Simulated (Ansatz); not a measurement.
Mo3Se4 — field gradients at the nuclei

The cell is a Materials Project structure (computed, not necessarily an observed phase).

```xyz
14
Lattice="4.8432 2.7962 3.7860 -4.8432 2.7962 3.7860 0.0000 -5.5924 3.7860" Properties=species:S:1:pos:R:3 pbc="T T T"
Mo   -0.9125    1.2657    6.8674
Mo   -0.6399   -1.4231    6.8674
Mo    1.5524    0.1574    6.8674
Mo    0.9125   -1.2657    4.4905
Mo    0.6399    1.4231    4.4905
Mo   -1.5524   -0.1574    4.4905
Se    0.0000    0.0000    8.8999
Se    0.0000    0.0000    2.4580
Se    1.2264    2.7303    6.6154
Se   -2.9777   -0.3031    6.6154
Se    1.7513   -2.4273    6.6154
Se   -1.2264   -2.7303    4.7425
Se    2.9777    0.3031    4.7425
Se   -1.7513    2.4273    4.7425
```

Atom numbers follow the list; atoms alike are taken as one site, whose name carries the number of the first.

The numbers come from a DFT calculation in Ansatz (r2SCAN, plane waves and PAW (field gradients read without the response of the frozen cores, which leaves them typically 4 to 6 % off), scalar-relativistic, 500 eV cutoff, Γ-centred 5×5×5 k-points, Fermi–Dirac smearing 0.05 eV).

C_Q = eQV_zz/h, which is 24.18 MHz for Q = 1 b and V_zz = 10²¹ V/m²; η = (V_xx − V_yy)/V_zz.

⁹⁵Mo: I = 5/2, Q = -22.00 mb. Nuclear quadrupole moments: year-2017 set (Pyykkö).

```csv
site,atoms (order as listed),first shell,V_zz (10²¹ V/m²),η,C_Q (MHz)
Mo,"1, 2, 3, 4, 5, 6",5 Se at 2.56–2.65 Å; also 4 Mo at 2.70–2.84 Å,2.76,0.84,-1.47
Se7,"7, 8",3 Mo at 2.56 Å,-3.71,0.00,–
Se9,"9, 10, 11, 12, 13, 14",4 Mo at 2.56–2.65 Å,-8.58,0.74,–
```

An axis of threefold or higher order runs through Se7, so V_zz lies along it and η is zero.

Se has no stable isotope with a ground-state quadrupole moment in the table, so no C_Q is given.

The largest force is 0.6 eV/Å, so the atoms aren't at the calculated equilibrium and relaxing them would move these values. With no gap above 0.1 eV, as in a metal, the gradients converge slowly in k; expect changes of a tenth or more on a denser mesh. Without spin–orbit coupling (the program notes it for Mo) the gradients can shift somewhat, as the gap is small.
